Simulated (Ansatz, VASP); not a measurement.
Two plane-wave programs on W

```
W
1.0
    -1.59730    1.59730    1.53341
     1.59730   -1.59730    1.53341
     1.59730    1.59730   -1.53341
W
1
Direct
  0.00000 0.00000 0.00000
```

Change from the starting cell: strain +0.000 along x and y, -0.040 along z, atoms carried along.

Alike in both runs: task single point; functional r2SCAN; k mesh 14 × 14 × 14; occupations gaussian, width 0.15 eV; no spin polarisation.

|  | VASP | Ansatz |
| --- | --- | --- |
| version | VASP 6.6.1 | Ansatz 0.2.0 |
| potentials or method | VASP PAW PBE potentials, release 64 (W_sv) | scalar-relativistic, plane waves, PAW |
| plane-wave cutoff (eV) | 520 | 500 |
| valence electrons in the cell | 14 | 14 |

```tsv
	VASP	Ansatz	Ansatz less VASP
gap on the k mesh at the Fermi level (eV)	none	none	-
pressure (GPa)	7.1	5.8	-1.34
largest component of the traceless stress (GPa)	9.79	9.75	-0.047
```

A gap of «none» marks a metal or a gap that the smearing closes.

Caveats: the PAW data sets were made with another functional, which shifts forces and pressure a little (VASP). Spin-orbit coupling is left out, which matters for the levels of W.
